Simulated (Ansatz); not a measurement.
A (001) slab of NbP (I4_1md (No. 109)), 8 planes, outer planes Nb (top) and P (bottom), with 8 atoms (Nb4P4) in a surface cell of A = 11.203 Å², as cut from the bulk:

```yaml
crystal:
  lattice:
    - [3.34705, 0.00000, 0.00000]
    - [0.00000, 3.34705, 0.00000]
    - [0.00000, 0.00000, 25.48448]
  atoms:
    - { symbol: P, position: [0.00000, 0.00000, 0.29430] }
    - { symbol: Nb, position: [0.00000, 0.50000, 0.36938] }
    - { symbol: P, position: [0.50000, 0.00000, 0.40640] }
    - { symbol: Nb, position: [0.00000, 0.00000, 0.48149] }
    - { symbol: P, position: [0.50000, 0.50000, 0.51851] }
    - { symbol: Nb, position: [0.50000, 0.00000, 0.59360] }
    - { symbol: P, position: [0.00000, 0.50000, 0.63062] }
    - { symbol: Nb, position: [0.50000, 0.50000, 0.70570] }
```

The calculation used DFT PBE, scalar-relativistic, plane waves, PAW (Ansatz 0.2.0). Settings: cutoff 420 eV, Γ-centred mesh 10×10×1 on the computed 8-atom cell, Gaussian smearing of 0.10 eV; no spin polarisation. A dipole correction removes the field between periodic images along c.

Against the same 8 atoms in the bulk, the slab as cut lies 5.765 eV higher and the relaxed slab 5.616 eV higher.

Q: Work out the surface energy before and after relaxation.

A: The slab has two faces, so γ = (E_slab − N·E_bulk)/(2A), the mean of both. As cut: 5.765/(2 × 11.203) = 0.2573 eV/Å², and 1 eV/Å² = 16.02 J/m², so γ = 4.12 J/m². Relaxed: 5.616/(2 × 11.203) = 0.2506 eV/Å² = 4.02 J/m². Relaxation recovers 3 % of the cost of cutting.

Q: What is the ideal work of this cut, per area?

A: Griffith's ideal work is 2γ: 8.24 J/m² if the new faces stay rigid, 8.03 J/m² if they relax. Other cuts parallel to this plane can cost less. One thickness was run, 8 planes, so γ can still shift with it.